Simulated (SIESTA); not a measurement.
Crystal: SnSe.

```
Sn Se
1.0
    11.42000    0.00000    0.00000
     0.00000    4.19000    0.00000
     0.00000    0.00000    4.46000
Sn Se
4 4
Direct
  0.87700 0.75000 0.90900
  0.62300 0.25000 0.40900
  0.37700 0.75000 0.59100
  0.12300 0.25000 0.09100
  0.64300 0.75000 0.98400
  0.85700 0.25000 0.48400
  0.14300 0.75000 0.51600
  0.35700 0.25000 0.01600
```

Base run:

- Program: SIESTA 5.4.2
- Functional: LDA
- Potentials or basis: PseudoDojo 0.4 standard (LDA files)
- Basis: DZP (energy shift 0.003 Ry; two zetas on semicore shells)
- Grid cutoff: 500 Ry
- Energy shift: 0.003 Ry
- k mesh: 3 × 6 × 6
- Occupations: fermi-dirac, width 0.05 eV
- Spin: no spin polarisation

Its results: band gap on the k mesh 0.49 eV, indirect (least direct gap 0.66 eV); pressure -0.5 GPa; largest force 0.530 eV/Å.

Q: The run is repeated on the same cell with these changes: functional from LDA to PBE; potentials or basis from PseudoDojo 0.4 standard (LDA files) to SG15 1.2 (PBE files) or PseudoDojo by element; valence electrons from 120 to 80. What comes out?

A: Band gap on the k mesh 0.51 eV, indirect (least direct gap 0.68 eV); pressure 3.6 GPa; largest force 0.519 eV/Å.

Caveats: spin-orbit coupling is left out, which moves the levels of the heavy elements; the basis of atomic orbitals isn't converged, which shifts pressures, moduli and gaps.
